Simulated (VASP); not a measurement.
This VASP 6.6.1 run on Si needs a look.

INCAR

```
PREC = Accurate
ENCUT = 600
EDIFF = 1E-8
ISMEAR = -1
SIGMA = 0.1
LREAL = F
LASPH = T
NELM = 3
ALGO = Fast
ISIF = 3
LWAVE = F
LCHARG = F
GGA = MK
LUSE_VDW = T
AGGAC = 0.0
PARAM1 = 0.1234
PARAM2 = 0.711357
ZAB_VDW = -1.8867
IBRION = 2
NSW = 40
EDIFFG = -0.002
```

KPOINTS

```
Automatic mesh
0
Gamma
  9 9 8
```

File POSCAR:

```
Si
1.0
    2.6205428149      0.0000000000      0.0000000000
   -1.3102714075      2.2694566494      0.0000000000
    0.0000000000      0.0000000000      2.4663543900
Si
1
Direct
    0.0000000000      0.0000000000      0.0000000000
```

Potentials or basis: VASP PAW PBE potentials, release 64 (Si).

Launch:

```console
$ cat potpaw_PBE.64/Si/POTCAR > POTCAR
$ mpirun -np 1 vasp_std > vasp.out
```

OUTCAR:

```text
PREC = Accurate
   ENCUT = 600
   EDIFF = 1E-8
   ISMEAR = -1
   LREAL = F
   LASPH = T
   NELM = 3
   ISIF = 3
   GGA = MK
   IBRION = 2
   NSW = 40
   EDIFFG = -0.002

 ion  position               nearest neighbor table
   1  0.000  0.000  0.000-

  LATTYP: Found a hexagonal cell.
 ALAT       =     2.6205428149
 C/A-ratio  =     0.9411616463

  Lattice vectors:

 A1 = (   2.6205428149,   0.0000000000,   0.0000000000)
 A2 = (  -1.3102714075,   2.2694566494,   0.0000000000)
 A3 = (   0.0000000000,   0.0000000000,   2.4663543900)

Analysis of symmetry for initial positions (statically):
=====================================================================
 Subroutine PRICEL returns:
[... 370 lines left out ...]
  energy without entropy =       -4.06693457  energy(sigma->0) =       -4.07491530

 E-fermi :   9.3526     XC(G=0): -10.9249

 val. band max:        9.2618094200   @ k =   0.2222   0.0000   0.2500
 cond. band min:       9.3589725976   @ k =   0.3333   0.2222   0.5000
 fundamental gap:      0.0971631776
 Fermi energy:         9.3526170107

 k-point     1 :       0.0000    0.0000    0.0000
  band No.  band energies     occupation
      1      -4.5621      2.00000
      2      16.8391      0.00000
      3      17.2282      0.00000
      4      19.2580      0.00000
      5      19.2580      0.00000
      6      21.4920      0.00000
[... 199 lines left out ...]
 k-point    24 :       0.3333    0.3333    0.1250
  band No.  band energies     occupation
      1       3.8637      2.00000
      2       5.2161      2.00000
      3       5.2161      2.00000
      4      19.4526      0.00000
      5      22.8847      0.00000
      6      22.8847      0.00000

 [... further k-points ...]

------------------------ aborting loop EDIFF was not reached (unconverged)  ----------------------------

  FORCE on cell =-STRESS in cart. coord.  units (eV):
  Direction    XX          YY          ZZ          XY          YZ          ZX
  --------------------------------------------------------------------------------------
  -------------------------------------------------------------------------------------
  Total        0.0002067      0.0002067      0.0006309     -0.0000000     -0.0000000      0.0000000
  in kB        0.0219784      0.0219784      0.0670833     -0.0000000     -0.0000000      0.0000000
  external PRESSURE =       0.0370134 kB  Pullay stress =       0.0000000 kB
[... 20 lines left out ...]
  energy  without entropy=       -4.0669345696  energy(sigma->0) =       -4.07491530

Total vdW correction in eV:      0.3436781

 reached required accuracy - stopping structural energy minimisation
```

On the terminal:

```text
POSCAR found type information on POSCAR Si
[... 113 lines left out ...]
 ---------------------------------
```

How did it end, and where is the flaw?

No converged result was reached. The input holds a flaw that was put in on purpose: too few electronic steps (NELM = 3).
